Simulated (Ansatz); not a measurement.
# GaP: the cost of one run

Computed with Ansatz 0.2.0 (DFT, levels as named, plane waves, PAW, unless a step's input says otherwise).

### Step 1. Starting point

It takes space group F-43m (No. 216, cubic). The conventional cell has a = 5.451 Å, b = 5.451 Å, c = 5.451 Å, α = 90.00°, β = 90.00°, γ = 90.00°. Around Ga (site symmetry -43m) lie 4 P at 2.36 Å. P (site symmetry -43m) has 4 Ga at 2.36 Å as nearest neighbours.

As a file:

```xyz
2
Lattice="0.0000 2.7252 2.7252 2.7252 0.0000 2.7252 2.7252 2.7252 0.0000" Properties=species:S:1:pos:R:3 pbc="T T T"
Ga    0.0000    0.0000    0.0000
P     1.3626    1.3626    1.3626
```

### Step 2. Relaxation with PBE

The input, input.yaml:

```yaml
crystal:
  lattice:
    - [0.0, 2.72525, 2.72525]
    - [2.72525, 0.0, 2.72525]
    - [2.72525, 2.72525, 0.0]
  atoms:
    - { symbol: Ga, position: [0.0, 0.0, 0.0] }
    - { symbol: P, position: [0.25, 0.25, 0.25] }
  symmetry: { tolerance: 0.0003 }
hamiltonian:
  xc: pbe
  pseudopotentials: { kind: paw, azcp: { folder: soft_1 } }
basis:
  ecutwfc: 420
magnetization:
  spin_polarized: false
scf:
  occupations: { method: fermi_dirac, width: 0.02 }
kpoints:
  mp_grid: { grid: [8, 8, 8], shift: [0, 0, 0] }
output:
  forces: true
  stress: true
  eigenvalues: true
relax:
  max_steps: 60
  cell: {}
```

Run with:

```
$ ansatz run input.yaml --threads 2 --pin off --max-ram 5632MiB --backend cpu --events-out ev --progress --plain --runs-dir out
```

What time and memory should one allow on 2 threads of Intel Xeon Platinum 8488C (Sapphire Rapids), shared host?

About 4.9 s, with a peak of 0.38 GiB.
